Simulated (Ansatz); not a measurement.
The system is BN.

```xyz
4
Lattice="2.4982 0.0000 0.0000 -1.2491 2.1635 0.0000 0.0000 0.0000 6.6357" Properties=species:S:1:pos:R:3 pbc="T T T"
N     1.2491    0.7212    1.6589
N     0.0000    1.4424    4.9768
B     1.2491    0.7212    4.9768
B     0.0000    1.4424    1.6589
```

Base run:

```yaml
Program: Ansatz 0.2.0
Functional: PBE
Potentials_or_basis: all-electron LAPW, scalar-relativistic
Cutoff: 480 eV
Density_cutoff: 1921 eV
Basis_error_allowed: 0.002 eV/atom
k_mesh: 12 × 12 × 4
Occupations: fermi-dirac, width 0.05 eV
Spin: no spin polarisation
```

Its results: band gap on the k mesh 4.29 eV, indirect (least direct gap 4.66 eV); pressure 5.0 GPa.

Question: After a change of settings the same cell gave: band gap on the k mesh 4.09 eV, indirect (least direct gap 4.52 eV); pressure -2.8 GPa. Which change was it?
A. functional from PBE to PBEsol
B. functional from PBE to PBEsol; basis error allowed from 0.002 eV/atom to 0.001 eV/atom
C. basis error allowed from 0.002 eV/atom to 0.001 eV/atom
D. functional from PBE to LDA

Answer: D.

LDA binds more tightly than PBE, so the same cell stands under less pressure.

Caveats: this functional lacks dispersion, which binds the layers, so the pressure and a relaxed spacing across them are unreliable (some runs).

Not every run made on this cell is shown here.
